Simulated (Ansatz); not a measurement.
Cu Kα1 powder pattern (kinematic, no thermal factors).
```csv
2θ (°),relative intensity
22.57,100
32.50,49
39.63,84
39.93,41
46.08,14
52.15,75
57.52,14
62.36,11
68.06,5
71.90,14
72.11,14
72.72,7
81.14,20
81.72,19
85.36,9
86.14,4
89.75,4
```

The pattern is computed from a structure relaxed with DFT PBE, scalar-relativistic, plane waves, PAW in Ansatz. No spin polarisation. Its elements are Al.

Task: Give the structure.

Result: Al.
Space group P6/mmm (No. 191). a = 4.545 Å, b = 4.545 Å, c = 2.753 Å, α = 90.00°, β = 90.00°, γ = 120.00°
| atom | site | symmetry | x | y | z |
| --- | --- | --- | --- | --- | --- |
| Al | 2c | -6m2 | 0.3333 | 0.6667 | 0.0000 |

A pattern alone doesn't exclude other cells with like lines; this is the one computed.

The cell was found from a structure generator's guess, not taken from experiment.
